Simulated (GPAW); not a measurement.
Runs of GPAW 26.7.0 on GaP. Symmetry: F-43m, No. 216, cubic system. Conventional cell: a = 5.451 Å, b = 5.451 Å, c = 5.451 Å, α = 90.00°, β = 90.00°, γ = 90.00°. Ga (site symmetry -43m) has 4 P at 2.36 Å as nearest neighbours. Around P (site symmetry -43m) lie 4 Ga at 2.36 Å. 

```csv
task,level,potentials or basis,spin,k mesh,cutoff (eV),smearing,eigensolver,maxiter,band path,band points,spin axis theta (degrees),grid spacing,gap on the mesh (eV),pressure (GPa)
band structure,SCAN,"GPAW PAW data sets (gpaw-data 1.2.1), pw","SOC, no magnetisation",8 × 8 × 8,600,fermi-dirac 0.05 eV,-,150,"GXWKGLUWLK,UX",100,0,-,1.89,1.3
band structure,PBE,"GPAW PAW data sets (gpaw-data 1.2.1), lcao:dzp",off,8 × 8 × 8,-,fermi-dirac 0.05 eV,-,150,"GXWKGLUWLK,UX",80,-,0.2 Å,(a),-
band structure,r4SCAN,"GPAW PAW data sets (gpaw-data 1.2.1), pw","SOC, no magnetisation",8 × 8 × 8,600,fermi-dirac 0.05 eV,-,150,"GXWKGLUWLK,UX",80,90,-,1.86,(b)
single point,LDA,"the program's PAW data sets (release 1.2.1) made for this functional, pw",off,7 × 7 × 7,450,fermi-dirac 0.05 eV,-,120,-,-,-,-,1.46,-0.7
dielectric tensor,LDA,"the program's PAW data sets (release 1.2.1) made for this functional, pw",off,7 × 7 × 7,450,fermi-dirac 0.001 eV,-,150,-,-,-,-,1.46,-
```

Alike in all rows: cell as given.

**Question.** Fill in the values left out.

**Answer.** (a) 1.72; (b) 1.0.

Caveats: spin-orbit coupling was added after a scalar SCF, so levels and gaps hold it while energy, forces, pressure and moments don't (some runs); this program's spin-orbit splittings come out too wide for heavy elements (some runs); the PAW data sets were made with another functional, which shifts forces and pressure a little (some runs); an odd mesh through Γ misses points on the zone boundary, where band edges often lie (some runs); the basis of atomic orbitals isn't converged, which shifts pressures, moduli and gaps (some runs).

A k mesh can miss the band edges, and rows without SOC leave out spin-orbit coupling on Ga.
